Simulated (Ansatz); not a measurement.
GeTe (alpha-GeTe type, space group R3m)

```yaml
crystal:
  lattice:
    - [2.11331, 1.22012, 3.63992]
    - [-2.11331, 1.22012, 3.63992]
    - [0.00000, -2.44024, 3.63992]
  atoms:
    - { symbol: Ge, position: [0.23423, 0.23423, 0.23423] }
    - { symbol: Te, position: [0.76577, 0.76577, 0.76577] }
```

In this cell atom 1 (Ge, nearest neighbour Te at 2.852 Å; its periodic images, 4.2 Å or more away, move with it) is moved by s along Cartesian [110], unit vector (0.707, 0.707, 0.000); all other atoms and the cell stay fixed.

Method: PBE (plane waves to 420 eV, PAW, scalar-relativistic; Ansatz, a program for electronic structure). k mesh 8×8×8 (Γ-centred), Fermi-Dirac smearing 0.05 eV. E stands for the smeared free energy. GeTe was relaxed with its symmetry unable to fall. Spin-orbit coupling is left out, though Te is heavy. The zero of ΔE is the undisplaced structure.

```json
[
 {"s (Å)": "-0.290", "ΔE (meV/cell)": "withheld"},
 {"s (Å)": "-0.232", "ΔE (meV/cell)": "37.4"},
 {"s (Å)": "-0.174", "ΔE (meV/cell)": "20.3"},
 {"s (Å)": "-0.116", "ΔE (meV/cell)": "8.9"},
 {"s (Å)": "-0.058", "ΔE (meV/cell)": "2.2"},
 {"s (Å)": "0.000", "ΔE (meV/cell)": "0.0"},
 {"s (Å)": "0.058", "ΔE (meV/cell)": "2.4"},
 {"s (Å)": "0.116", "ΔE (meV/cell)": "10.4"},
 {"s (Å)": "0.174", "ΔE (meV/cell)": "25.2"},
 {"s (Å)": "0.232", "ΔE (meV/cell)": "48.8"},
 {"s (Å)": "0.290", "ΔE (meV/cell)": "83.4"}
]
```

Question: Fit a polynomial form (powers 2, 3, 4) to the given rows and predict ΔE at s = -0.290.

Answer: Least squares on the 10 given rows: ΔE = (692.2)·s² + (455.5)·s³ + (1995)·s⁴, in meV/cell with s in Å; root-mean-square residual 0.05 meV/cell. At -0.290 the fit gives 61.2 meV/cell; the calculation gives 61.5 meV/cell, so the extrapolation is off by -0.3 (-0.5 %). The quadratic term alone would give 58.2 meV/cell.

(For displaced atoms, the force is minus the slope of the energy, and its curvature is a force constant, which sets phonon frequencies.)
